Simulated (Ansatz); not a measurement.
**Work function of Hf(0001): what the settings cost and change**

How thick a slab and how much vacuum does the work function of Hf(0001) need?

Main program and level: Ansatz 0.2.0; plane-wave DFT, PBE, Ansatz PAW.

### 1. Set-up

The cell holds 1 atom: 1 Hf. Its edges and angles: a = 3.200 Å, b = 3.200 Å, c = 18.000 Å, α = 90.0°, β = 90.0°, γ = 60.0°. Vacuum lies along c.

As a file:

```cif
data_structure
_symmetry_space_group_name_H-M 'P 1'
_symmetry_Int_Tables_number 1
_cell_length_a 3.2000
_cell_length_b 3.2000
_cell_length_c 18.0000
_cell_angle_alpha 90.000
_cell_angle_beta 90.000
_cell_angle_gamma 60.000
_cell_volume 159.63
loop_
_atom_site_label
_atom_site_type_symbol
_atom_site_fract_x
_atom_site_fract_y
_atom_site_fract_z
_atom_site_occupancy
Hf1 Hf 0.66667 0.66667 0.50000 1
```

### 2. Run, setting 1 layer

A work function rests on the faint tail of the density, so the SCF threshold is tight. The slab grows from one layer, at fixed mesh and 18 Å of vacuum; then the vacuum is varied on one slab.

input.yaml reads:

```yaml
crystal:
  lattice:
    - [3.2, 0.0, 0.0]
    - [1.6, 2.7712812921, 0.0]
    - [0.0, 0.0, 18.0]
  atoms:
    - { symbol: Hf, position: [0.6666666667, 0.6666666667, 0.5] }
kpoints:
  mp_grid: { grid: [15, 15, 1] }
hamiltonian:
  xc: pbe
scf:
  occupations: { method: fermi_dirac, width: 0.1 }
  convergence: { dr2_threshold: 1.0e-09 }
efield:
  axis: 3
  dipole_correction: true
  ramp_position: 0.97
  ramp_width: 0.06
output:
  write_potential: true
  write_density: true
  volumetric_format: npy
  elf: true
```

Command:

```sh
$ ansatz run input.yaml --threads 2 --pin off --max-ram 3072MiB --backend cpu --events-out ev --progress --plain --runs-dir out
```

Numbers of over 12 decimals in the logs are rounded to 6 here.

What it wrote:

```text
Engine: ansatz 0.2.0, aarch64-unknown-linux-gnu
Pseudopotentials: kind: paw
Pseudopotential: Hf, paw, valence charge 26, recommended cutoff 420 eV (normal), Hf.paw.azcp
Functional definition: PBE
  parameter kappa = 0.804
  parameter beta = 0.066725
  exchange = pbe_x(kappa = kappa, mu = beta*pi^2/3)
  correlation = pbe_c(beta = beta)
Crystal: 1 atoms, lattice volume = 159.626 Å³
Basis set: ecut = 420 eV, 3157 PW (Γ)
Bands: 17, of which v1, the nominal top of the filled ones, is band 13 counted from 1 (12 counted from 0)
Symmetry: 12 space group operations
k-points: 27 of 225
Non-local potential: Hf, projectors of the file, l = 0: 3, l = 1: 2, l = 2: 2, l = 3: 3
PAW form: soft (Blöchl's): semilocal exchange-correlation on the pseudo side does not see the compensation charge
PAW one-centre angular grid: Hf, 590 points (default); XC on 64 Gauss nodes
Initial density: superposition of atomic densities (neutral atoms: chi_scale 0, normalization atom), corrected by the library's trained network
Initial wavefunctions: pseudopotential atomic-orbital guess
Functional: x = pbe(κ = 0.804, μ = 0.219515), c = pbe(β = 0.066725)
SCF iter   1: F=—  HF=-15719.005308 eV  |F-HF|=—  |Δ(HF+E_count)|=         —  Δρ=4.67e-3  dr2=4.09e-2  ethr=1.77e-3  p=-0.000 e·Å  D=-2.86e-15 V/Å  ΔV_dip=0.00 eV  dr2_dipole=3.07e-11  V_vac-E_F(+/−)=3.98/3.98 eV  ⟨swp⟩=4.7  Hψ=2018  notcnv=0
efield: sawtooth ramp at fractional position 0.9700 (set: `efield.ramp_position`, or a place that a band, a saddle search or an elastic batch's reference lends), width 0.0600; the density the first Hamiltonian is built on has a dipole p = -0.000 e·Å; the dipole correction subtracts the counter field D = -2.86e-15 V/Å, which shifts the + side's vacuum level by +0.00 eV against the − side's; the planar-averaged density in the ramp window peaks in size at 1.3e-5 e/Å³
preconditioner: auto → LDOS  [metal: Δε(μ)=0.046 eV  Ē_g=12.248 eV  σ=0.100 eV  W_gap=0.11  n_scr=10 (ndim 8)  ℏωp=12.5 eV  f_vac=0.740  D(μ)=3.66/eV (n_scr^D=10)  β→1.0]
SCF iter   2: F=—  HF=-15719.001268 eV  |F-HF|=—  |Δ(HF+E_count)|=   4.04e-3  Δρ=1.96e-3  dr2=5.36e-3  ethr=1.57e-4  p=-0.000 e·Å  D=-5.00e-7 V/Å  ΔV_dip=0.00 eV  dr2_dipole=4.83e-11  V_vac-E_F(+/−)=4.14/4.14 eV  ⟨swp⟩=2.0  Hψ=818  notcnv=0
SCF iter   3: F=—  HF=-15719.002110 eV  |F-HF|=—  |Δ(HF+E_count)|=   8.42e-4  Δρ=6.58e-4  dr2=8.89e-4  ethr=2.06e-5  p=-0.000 e·Å  D=-1.73e-7 V/Å  ΔV_dip=0.00 eV  dr2_dipole=4.98e-12  V_vac-E_F(+/−)=4.13/4.13 eV  ⟨swp⟩=2.0  Hψ=868  notcnv=0
SCF iter   4: F=—  HF=-15719.002255 eV  |F-HF|=—  |Δ(HF+E_count)|=   1.45e-4  Δρ=2.74e-4  dr2=1.23e-4  ethr=3.42e-6  p=-0.000 e·Å  D=-2.31e-7 V/Å  ΔV_dip=0.00 eV  dr2_dipole=2.58e-12  V_vac-E_F(+/−)=4.14/4.14 eV  ⟨swp⟩=2.3  Hψ=834  notcnv=0
SCF iter   5: F=—  HF=-15719.002152 eV  |F-HF|=—  |Δ(HF+E_count)|=   1.04e-4  Δρ=8.79e-5  dr2=7.46e-6  ethr=4.74e-7  p=-0.000 e·Å  D=-1.66e-7 V/Å  ΔV_dip=0.00 eV  dr2_dipole=2.64e-13  V_vac-E_F(+/−)=4.15/4.15 eV  ⟨swp⟩=2.0  Hψ=805  notcnv=0
SCF iter   6: F=—  HF=-15719.002153 eV  |F-HF|=—  |Δ(HF+E_count)|=   1.57e-6  Δρ=1.54e-5  dr2=2.58e-7  ethr=2.87e-8  p=-0.000 e·Å  D=-7.69e-8 V/Å  ΔV_dip=0.00 eV  dr2_dipole=9.99e-14  V_vac-E_F(+/−)=4.15/4.15 eV  ⟨swp⟩=2.0  Hψ=559  notcnv=0
SCF iter   7: F=—  HF=-15719.002092 eV  |F-HF|=—  |Δ(HF+E_count)|=   6.14e-5  Δρ=2.14e-6  dr2=9.53e-9  ethr=9.91e-10  p=-0.000 e·Å  D=-6.19e-8 V/Å  ΔV_dip=0.00 eV  dr2_dipole=1.22e-12  V_vac-E_F(+/−)=4.15/4.15 eV  ⟨swp⟩=2.0  Hψ=822  notcnv=0
SCF iter   8: F=-15719.002092 eV  HF=-15719.002092 eV  |F-HF|=7.08e-10  |Δ(HF+E_count)|=   3.20e-8  Δρ=4.24e-7  dr2=5.83e-10  ethr=3.85e-12  p=0.000 e·Å  D=2.45e-8 V/Å  ΔV_dip=-0.00 eV  dr2_dipole=1.33e-12  V_vac-E_F(+/−)=4.15/4.15 eV  ⟨swp⟩=4.4  Hψ=1555  notcnv=0
SCF 1 converged in 8 iterations: F = -15719.002092 eV  dr2 = 5.83e-10
  greatest PAW one-centre occupation: 0.998 electrons in one spin orbital (limit 2), on the Hf atom at site 0 (counted from 0), in its partial waves of l = 0
WARN: The output density's exchange-correlation potential varies sharply where the density is thin. Do not read a vacuum level from v_tot or v_xc, or from such a field of the output density. On a cell that repeats whose density bears no net charge and no dipole along the vacuum's axis use v_es (v_loc + v_h of the components); under efield.dipole_correction with no amplitude use v_es + v_field, which holds any externa [...]
SCF converged after 8 iterations
Free energy (F): -15719.002092 eV
Harris-Foulkes:  -15719.002092 eV  (|F-HF|=7.08e-10)
Internal energy: -15718.883071 eV  (E = F + TS)
E sigma→0 (E₀):  -15718.942581 eV
Entropy (-TS):   -0.119021 eV (-119.021 meV/atom)
Fermi energy:    -0.612091 eV
Dipole field:    D = -0.000002 V/Å  (p = -0.000002 e·Å, saw-weighted, corrected)
Work function:   Φ+ = 4.1485 eV   Φ− = 4.1485 eV
Levels:          The Fermi level and band energies are counted from a zero that moves with the ramp; work functions are not
--- Per-component energies (eV) ---
  E_band       = -508.094586
  E_kinetic    = 419.406551
  E_local      = -22367.868383  (includes V_loc(G=0)·N_el)
  E_nonlocal   = -1245.153129
  E_hartree    = 10761.089102
  E_xc         = -296.762451
  E_vxc        = -261.666373  (∫ρ·V_xc dr)
  E_paw        = -6926.340131  (= ΣΔE_a)
  E_vpaw       = 1425.005483  (= ΣTr[D̂ρ^β])
  E_aug_tail   = -0.000001  (compensation charges beyond the density's cutoff)
  E_efield     = 0.000000  (sawtooth field / dipole correction)
  E_vefield    = 0.000000  (∫n·V_field dr)
  E_ewald      = 3936.745371
  E_smearing   = -0.119021  (= −TS)
  E_closure    = 0.000000  (closes the sum)
  Σ components = -15719.002092   (vs F -15719.002092, Δ=0.00e0)
--- Band table (eV; the first three rows and the last of 27) ---
  k-point 0: bands = [... 9 lower, -13.0982, -13.0247, -5.7313, -0.6399, -0.3532, 0.8768, 0.8768, 3.1905]
  k-point 1: bands = [... 9 lower, -13.0962, -13.0271, -5.5911, -0.5706, -0.3745, 0.7332, 0.9995, 3.0967]
  k-point 2: bands = [... 9 lower, -13.0906, -13.0338, -5.1856, -0.4493, -0.3774, 0.3838, 1.3617, 2.9483]
  k-point 26: bands = [... 9 lower, -13.0852, -13.0437, -0.6285, -0.6285, -0.0999, -0.0999, 1.2879, 5.0667]
```

It took 10 s on 2 threads of Arm Neoverse N1, shared host; peak memory 0.44 GiB.

The column dr2 measures how far the density is from self-consistency, as an energy; F and HF (Harris–Foulkes) agree once it is small.

Numbers from this step:

```
energy at zero smearing   : -15718.9426 eV
work function, upper face : 4.149 eV
```

Running mean over 2.5312 Å of the planar mean; the ramp of the sawtooth is left out. The electron's electrostatic potential energy less the Fermi level by z:

```
z (Å)  electron's electrostatic potential energy less the Fermi level (eV)
  3.0                                                                 4.15
  3.5                                                                 4.15
  4.0                                                                 4.15
  4.5                                                                 4.14
  5.0                                                                 4.13
  5.5                                                                 4.08
  6.0                                                                 3.94
  6.5                                                                 3.50
  7.0                                                                 2.25
  7.5                                                               -0.537
  8.0                                                                -4.01
  8.5                                                                -6.61
  9.0                                                                -7.36
  9.5                                                                -6.61
 10.0                                                                -4.01
 10.5                                                               -0.537
 11.0                                                                 2.25
 11.5                                                                 3.50
 12.0                                                                 3.94
 12.5                                                                 4.08
 13.0                                                                 4.13
 13.5                                                                 4.14
 14.0                                                                 4.15
 14.5                                                                 4.15
 15.0                                                                 4.15
```

ELF in the ca plane at fractional y = 0.667, with atoms of Hf within 0.2 Å of it. It is the smooth field of the valence electrons, not physical close to the nuclei.

Ten even steps from '0' (0.00) to '9' (0.84), each cell a mean:
```
00000000000000000111366521110000000000000000
00000000000000000001699830000000000000000000
00000000000000000001799930000000000000000000
00000000000000000001699830000000000000000000
00000000000000000121355422110000000000000000
00000000000000001354322245421000000000000000
00000000000000002466532466531000000000000000
00000000000000001344322234421000000000000000
```
Columns run along c (18.0 Å), rows up along a (3.2 Å). Atoms in or near the plane, at fractional coordinates: Hf at (0.50, 0.67).

Valence density in the ca plane at fractional y = 0.667, with atoms of Hf within 0.2 Å of it. It is the smooth field of the valence electrons, not physical close to the nuclei.

Ten steps, logarithmic in the rise over the least value, from '0' (0 e/Å³) to '9' (30 e/Å³), each cell a mean:
```
00000000000000000000245310000000000000000000
00000000000000000001488620000000000000000000
00000000000000000001599730000000000000000000
00000000000000000001478620000000000000000000
00000000000000000000244310000000000000000000
00000000000000000000011100000000000000000000
00000000000000000000011000000000000000000000
00000000000000000000111100000000000000000000
```
Columns run along c (18.0 Å), rows up along a (3.2 Å). Atoms in or near the plane, at fractional coordinates: Hf at (0.50, 0.67).

Electrostatic potential energy in the ca plane at fractional y = 0.667, with atoms of Hf within 0.2 Å of it. With pseudopotentials it is smooth inside the atoms' cores, unlike the true potential.

Ten even steps from '0' (-33 eV) to '9' (4 eV), each cell a mean:
```
99999999999999999997511368999999999999999999
99999999999999999986100047999999999999999999
99999999999999999985000027899999999999999999
99999999999999999986100047999999999999999999
99999999999999999998521478999999999999999999
99999999999999999999877789999999999999999999
99999999999999999999988899999999999999999999
99999999999999999999876789999999999999999999
```
Columns run along c (18.0 Å; values clipped at the 3rd and 97th percentile), rows up along a (3.2 Å). Atoms in or near the plane, at fractional coordinates: Hf at (0.50, 0.67).

The work function is 4.149 eV.

### 3. Slab, 2 atoms

System of this step: Hf(0001). The cell holds 2 atoms: 2 Hf. Cell: a = 3.200 Å, b = 3.200 Å, c = 20.531 Å, α = 90.0°, β = 90.0°, γ = 60.0°. Vacuum lies along c.

input.yaml, the sections that differ from step 2:

```yaml
crystal:
  lattice:
    - [3.2, 0.0, 0.0]
    - [1.6, 2.7712812921, 0.0]
    - [0.0, 0.0, 20.5312]
  atoms:
    - { symbol: Hf, position: [0.6666666667, 0.6666666667, 0.4383572319] }
    - { symbol: Hf, position: [0.0, 0.0, 0.5616427681] }
output:
  write_potential: true
  write_density: true
  volumetric_format: npy
# kpoints, hamiltonian, scf, efield: as in step 2
```

What it wrote:

```text
[...]
Crystal: 2 atoms, lattice volume = 182.073 Å³
Basis set: ecut = 420 eV, 3597 PW (Γ)
Bands: 32, of which v1, the nominal top of the filled ones, is band 26 counted from 1 (25 counted from 0)
Symmetry: 6 space group operations
k-points: 27 of 225 (time reversal used)
[...]
k-point 0: bands = [... 22 lower, -4.5042, -2.5723, 1.5757, 2.0551, 2.4738, 2.9604, 2.9604, 3.2262, ... 2 higher]
  k-point 1: bands = [... 22 lower, -4.3721, -2.4335, 1.5656, 2.0229, 2.4467, 2.8398, 3.0756, 3.1363, ... 2 higher]
  k-point 2: bands = [... 22 lower, -3.9908, -2.0370, 1.4963, 1.8341, 2.3035, 2.7180, 2.9849, 3.3969, ... 2 higher]
  k-point 26: bands = [... 22 lower, 0.1799, 0.6369, 0.6369, 1.7671, 2.0539, 2.0539, 2.0560, 4.9140, ... 2 higher]
[key lines of the parts left out:]
SCF converged after 10 iterations
Free energy (F): -31440.791269 eV
Fermi energy:    1.743733 eV
Dipole field:    D = -0.000002 V/Å  (p = -0.000002 e·Å, saw-weighted, corrected)
Work function:   Φ+ = 4.3952 eV   Φ− = 4.3951 eV
```

Elapsed: 20 s, on 2 threads; peak memory 0.45 GiB.

The work function is 4.395 eV, +0.247 eV from the run “1 layer”, at 2.0 times its CPU time.

### 4. Run, 3 atoms

System of this step: Hf(0001). The cell holds 3 atoms: 3 Hf. Its edges and angles: a = 3.200 Å, b = 3.200 Å, c = 23.062 Å, α = 90.0°, β = 90.0°, γ = 60.0°. Vacuum lies along c.

input.yaml, the sections that differ from step 3:

```yaml
crystal:
  lattice:
    - [3.2, 0.0, 0.0]
    - [1.6, 2.7712812921, 0.0]
    - [0.0, 0.0, 23.0624]
  atoms:
    - { symbol: Hf, position: [0.0, 0.0, 0.3902455946] }
    - { symbol: Hf, position: [0.6666666667, 0.6666666667, 0.5] }
    - { symbol: Hf, position: [0.0, 0.0, 0.6097544054] }
# kpoints, hamiltonian, scf, efield, output: as in step 3
```

What it wrote:

```text
[...]
Crystal: 3 atoms, lattice volume = 204.520 Å³
Basis set: ecut = 420 eV, 4061 PW (Γ)
Bands: 47, of which v1, the nominal top of the filled ones, is band 39 counted from 1 (38 counted from 0)
Symmetry: 6 space group operations
k-points: 27 of 225 (time reversal used)
[...]
k-point 0: bands = [... 35 lower, -0.1587, 3.6922, 3.8056, 4.3216, 4.8731, 5.0164, 5.0164, 5.0329, ... 4 higher]
  k-point 1: bands = [... 35 lower, -0.0216, 3.6534, 3.8347, 4.1815, 4.7060, 4.9331, 5.0256, 5.1323, ... 4 higher]
  k-point 2: bands = [... 35 lower, 0.3676, 3.5074, 3.7745, 3.9526, 4.3021, 4.6808, 5.0571, 5.3734, ... 4 higher]
  k-point 26: bands = [... 35 lower, 2.4442, 2.7172, 2.9044, 3.6594, 3.9265, 4.0098, 4.0660, 4.3116, ... 4 higher]
[key lines of the parts left out:]
SCF converged after 10 iterations
Free energy (F): -47162.159596 eV
Fermi energy:    3.765186 eV
Dipole field:    D = -0.000011 V/Å  (p = -0.000013 e·Å, saw-weighted, corrected)
Work function:   Φ+ = 4.2984 eV   Φ− = 4.2981 eV
```

It took 34 s on 2 threads; peak memory 0.56 GiB; 56 s of CPU time.

The work function is 4.298 eV, -0.097 eV from the run “2 layers”, at 1.7 times its CPU time.

### 5. Slab, 4 atoms

System of this step: Hf(0001). The cell holds 4 atoms: 4 Hf. Its edges and angles: a = 3.200 Å, b = 3.200 Å, c = 25.594 Å, α = 90.0°, β = 90.0°, γ = 60.0°. Vacuum lies along c.

input.yaml, the sections that differ from step 4:

```yaml
crystal:
  lattice:
    - [3.2, 0.0, 0.0]
    - [1.6, 2.7712812921, 0.0]
    - [0.0, 0.0, 25.5936]
  atoms:
    - { symbol: Hf, position: [0.6666666667, 0.6666666667, 0.3516504126] }
    - { symbol: Hf, position: [0.0, 0.0, 0.4505501375] }
    - { symbol: Hf, position: [0.6666666667, 0.6666666667, 0.5494498625] }
    - { symbol: Hf, position: [0.0, 0.0, 0.6483495874] }
# kpoints, hamiltonian, scf, efield, output: as in step 4
```

What it wrote:

```text
[...]
Crystal: 4 atoms, lattice volume = 226.967 Å³
Basis set: ecut = 420 eV, 4501 PW (Γ)
Bands: 63, of which v1, the nominal top of the filled ones, is band 52 counted from 1 (51 counted from 0)
Symmetry: 6 space group operations
k-points: 27 of 225 (time reversal used)
[...]
k-point 0: bands = [... 48 lower, 5.2176, 5.3432, 5.8186, 5.8599, 6.4639, 6.4639, 6.5044, 6.5044, ... 7 higher]
  k-point 1: bands = [... 48 lower, 5.1884, 5.3009, 5.7183, 5.7805, 6.2316, 6.3303, 6.5546, 6.5641, ... 7 higher]
  k-point 2: bands = [... 48 lower, 5.0195, 5.1040, 5.4120, 5.7572, 5.8126, 5.9919, 6.4174, 6.7991, ... 7 higher]
  k-point 26: bands = [... 48 lower, 3.9810, 4.3011, 4.3011, 5.2915, 5.2915, 5.4910, 5.5098, 5.7556, ... 7 higher]
[key lines of the parts left out:]
SCF converged after 11 iterations
Free energy (F): -62883.506924 eV
Fermi energy:    5.319197 eV
Dipole field:    D = -0.000002 V/Å  (p = -0.000002 e·Å, saw-weighted, corrected)
Work function:   Φ+ = 4.3627 eV   Φ− = 4.3627 eV
```

It took 57 s on 2 threads; peak memory 0.69 GiB; 1.7 min of CPU time.

The work function is 4.363 eV, +0.064 eV from the run “3 layers”, at 1.8 times its CPU time.

### 6. Slab, 5 atoms

System of this step: Hf(0001). The cell holds 5 atoms: 5 Hf. Cell: a = 3.200 Å, b = 3.200 Å, c = 28.125 Å, α = 90.0°, β = 90.0°, γ = 60.0°. Vacuum lies along c.

input.yaml, the sections that differ from step 5:

```yaml
crystal:
  lattice:
    - [3.2, 0.0, 0.0]
    - [1.6, 2.7712812921, 0.0]
    - [0.0, 0.0, 28.1248]
  atoms:
    - { symbol: Hf, position: [0.0, 0.0, 0.3200022756] }
    - { symbol: Hf, position: [0.6666666667, 0.6666666667, 0.4100011378] }
    - { symbol: Hf, position: [0.0, 0.0, 0.5] }
    - { symbol: Hf, position: [0.6666666667, 0.6666666667, 0.5899988622] }
    - { symbol: Hf, position: [0.0, 0.0, 0.6799977244] }
# kpoints, hamiltonian, scf, efield, output: as in step 5
```

What it wrote:

```text
[...]
Crystal: 5 atoms, lattice volume = 249.414 Å³
Basis set: ecut = 420 eV, 4917 PW (Γ)
Bands: 78, of which v1, the nominal top of the filled ones, is band 65 counted from 1 (64 counted from 0)
Symmetry: 6 space group operations
k-points: 27 of 225 (time reversal used)
[...]
k-point 0: bands = [... 61 lower, 6.6380, 6.8960, 7.1518, 7.3775, 7.7213, 7.7213, 7.7544, 7.7544, ... 9 higher]
  k-point 1: bands = [... 61 lower, 6.6420, 6.7578, 7.0200, 7.3496, 7.5065, 7.5801, 7.7175, 7.8248, ... 9 higher]
  k-point 2: bands = [... 61 lower, 6.3967, 6.6386, 6.7006, 7.0386, 7.1965, 7.3716, 7.4841, 7.9342, ... 9 higher]
  k-point 26: bands = [... 61 lower, 5.2656, 5.5818, 5.5975, 6.4901, 6.6597, 6.7517, 6.7982, 6.8071, ... 9 higher]
[key lines of the parts left out:]
SCF converged after 12 iterations
Free energy (F): -78604.884059 eV
Fermi energy:    6.624944 eV
Dipole field:    D = 0.000001 V/Å  (p = 0.000001 e·Å, saw-weighted, corrected)
Work function:   Φ+ = 4.3654 eV   Φ− = 4.3654 eV
```

Elapsed: 91 s, on 2 threads; peak memory 0.84 GiB; 2.7 min of CPU time.

The work function is 4.365 eV, +0.003 eV from the run “4 layers”, at 1.6 times its CPU time.

(Continued in part 2 of 2.)

[Logs are printed without paths, hosts, clocks, repeated set-up lines and the standing remarks that a program may print on its own settings, such as how far it seeks lower states.]

[Hosts, paths, dates, database ids (printed as entryN), source tags and the programs' standing remarks are cut or masked in the printed files.]

[Maps of the electrostatic potential energy from Ansatz leave out the sawtooth potential of an applied field or a dipole correction, so their vacuum need not be flat; planar profiles and work functions include it.]
